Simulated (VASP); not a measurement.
Crystal: CoO.

```
Co O
1.0
     0.00000    2.13150    2.13150
     2.13150    0.00000    2.13150
     2.13150    2.13150    0.00000
Co O
1 1
Direct
  0.00000 0.00000 0.00000
  0.50000 0.50000 0.50000
```

Base run:

```yaml
Program: VASP 6.6.1
Functional: PBEsol
Potentials_or_basis: VASP PAW PBE potentials, release 64 (Co, O)
Cutoff: 520 eV
k_mesh: 11 × 11 × 11
Occupations: gaussian, width 0.02 eV
Spin: collinear spin, ferromagnetic start
Starting_moments: "[2.0, 0.0] μB"
```

Its results: band gap on the k mesh none (metal or under the smearing width); pressure -11.0 GPa; net moment 2.99 μB per cell; site moments Co +2.60; O +0.34 μB.

The run is repeated on the same cell with these changes: functional from PBEsol to PBE; further incar settings from ALGO = Normal; EDIFF = 1e-07 to ALGO = Normal; EDIFF = 1e-06. What comes out?

Band gap on the k mesh none (metal or under the smearing width); pressure -2.7 GPa; net moment 2.93 μB per cell; site moments Co +2.57; O +0.30 μB.

Caveats: a cell with one magnetic atom can't hold antiferromagnetic order, which such compounds often take; semilocal functionals often make such compounds metallic where correlation or magnetic order opens a gap, which also shifts bond lengths; the PAW data sets were made with another functional, which shifts forces and pressure a little (some runs).

Not every run made on this cell is shown here.
